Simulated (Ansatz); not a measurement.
# Cu: how the settings move a relaxation

Aim: see which settings change the result for Cu, by how much, and at what cost.

Method: reference: DFT, PBEsol, PAW with Ansatz's default frozen-core files, scalar-relativistic; relaxation of cell and atoms, in Ansatz 0.2.0.

2 further runs of the same task are left out: 2 that didn't finish.

### 1 Starting point

Symmetry: P6_3/mmc, No. 194, hexagonal system. Conventional cell: a = 2.534 Å, b = 2.534 Å, c = 4.113 Å, α = 90.00°, β = 90.00°, γ = 120.00°. Around Cu (site symmetry -6m2) lie 12 Cu at 2.52 to 2.53 Å.

As a file:

```xyz
2
Lattice="2.5341 0.0000 0.0000 -1.2670 2.1946 0.0000 0.0000 0.0000 4.1126" Properties=species:S:1:pos:R:3 pbc="T T T"
Cu    0.0000    1.4631    1.0281
Cu    1.2670    0.7315    3.0844
```

### 2 The reference run

Input file input.yaml:

```yaml
crystal:
  lattice:
    - [2.5340966698, 0.0, 0.0]
    - [-1.2670483349, 2.1945920917, 0.0]
    - [0.0, 0.0, 4.112571]
  atoms:
    - { symbol: Cu, position: [0.333333333333, 0.666666666667, 0.25] }
    - { symbol: Cu, position: [0.666666666667, 0.333333333333, 0.75] }
kpoints:
  mp_grid: { grid: [18, 18, 10] }
scf:
  occupations: { method: fermi_dirac, width: 0.05 }
hamiltonian:
  xc: pbesol
  pseudopotentials: { kind: paw }
relax:
  f_tol: 0.002
  max_steps: 80
  cell: {}
output:
  forces: true
  stress: true
```

Launch:

```sh
$ ansatz run input.yaml --threads 1 --pin off --max-ram 2560MiB --backend cpu --events-out ev --progress --plain --runs-dir out
```

### 3 Changed: xc r2scan

Edit input.yaml of step 2 so:

```diff
@@ -13,3 +13,3 @@
 hamiltonian:
-  xc: pbesol
+  xc: r2scan
   pseudopotentials: { kind: paw }
```

Before running it: what results should come out? Wanted: for each run, ending; energy change; pressure; gap; force.

As calculated:

```tsv
run	ending	energy change	pressure (GPa)	gap (eV)	force (eV/Å)	cycles	time
reference	converged	-	0.0	0.00	0.00	32	21 s
1: xc r2scan	converged	not comparable	0.0	0.00	0.00	28	49 s
```

What this shows: Total energies don't compare across a change of functional; the final volume goes from 22.65 to 22.91 Å³. Cost: 28 SCF cycles against 32, 49 s against 21 s.
